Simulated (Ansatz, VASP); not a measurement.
## Ga4S in VASP and in Ansatz

```
CELL_PARAMETERS angstrom
4.99396 0.00000 0.00000
0.00000 4.99396 0.00000
0.00000 0.00000 4.99396
ATOMIC_POSITIONS crystal
Ga 0.00000 0.00000 0.00000
Ga 0.50000 0.50000 0.00000
Ga 0.50000 0.00000 0.50000
Ga 0.00000 0.50000 0.50000
S 0.50000 0.50000 0.50000
```

Change from the starting cell: species swapped into the Mn4N type (Pm-3m, No. 221).

Alike in both runs: functional PBE; k mesh 8 × 8 × 8; occupations gaussian, width 0.1 eV; no spin polarisation.

Ansatz relaxed the structure, and its values are those at the end. VASP's run is a single point on that final structure, the one shown.

|  | VASP | Ansatz |
| --- | --- | --- |
| version | VASP 6.6.1 | Ansatz 0.2.0 |
| potentials or method | VASP PAW PBE potentials, release 64 (Ga_d, S) | scalar-relativistic, plane waves, PAW |
| plane-wave cutoff (eV) | 520 | 420 |
| valence electrons in the cell | 58 | 58 |

|  | VASP | Ansatz | Ansatz less VASP |
| --- | --- | --- | --- |
| gap on the k mesh at the Fermi level (eV) | none | none | - |
| pressure (GPa) | 0.1 | 0.0 | -0.06 |

A gap of «none» marks a metal or a gap that the smearing closes.
